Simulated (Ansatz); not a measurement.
## ScAl$_{3}$: hydrostatic pressure series

Computed with DFT PBE, scalar-relativistic, plane waves, PAW (Ansatz 0.2.0). Settings: 420 eV cutoff, 10×10×10 k-mesh, Gaussian smearing of 0.10 eV, no spin polarisation.

The relaxed crystal:

```
Sc Al
1.0
     4.10533    0.00000    0.00000
     0.00000    4.10533    0.00000
     0.00000    0.00000    4.10533
Sc Al
1 3
Direct
  0.00000 0.00000 0.00000
  0.50000 0.00000 0.50000
  0.00000 0.50000 0.50000
  0.50000 0.50000 0.00000
```

Cell and atoms are relaxed at each pressure within the symmetry of the start, at zero temperature, so transitions that lower the symmetry aren't seen. The k-mesh given is that at zero pressure and may differ at others. a, b and c are the lengths of the cell vectors above.

| P (GPa) | V (Å³/atom) | V/V0 | a (Å) | b (Å) | c (Å) |
| --- | --- | --- | --- | --- | --- |
| -3 | 17.96 | 1.038 | 4.157 | 4.157 | 4.157 |
| 0 | 17.30 | 1.000 | 4.105 | 4.105 | 4.105 |
| 3 | 16.74 | 0.968 | 4.061 | 4.061 | 4.061 |
| 8 | 15.99 | 0.924 | 3.999 | 3.999 | 3.999 |
| 15 | 15.16 | 0.876 | 3.929 | 3.929 | 3.929 |
| 30 | 13.86 | 0.802 | 3.813 | 3.813 | 3.813 |
| 60 | 12.22 | 0.707 | 3.657 | 3.657 | 3.657 |

**Question.** What bulk modulus and pressure derivative fit these points?

**Answer.** A third-order Birch–Murnaghan fit gives B0 = 88 GPa and B0' = 3.9.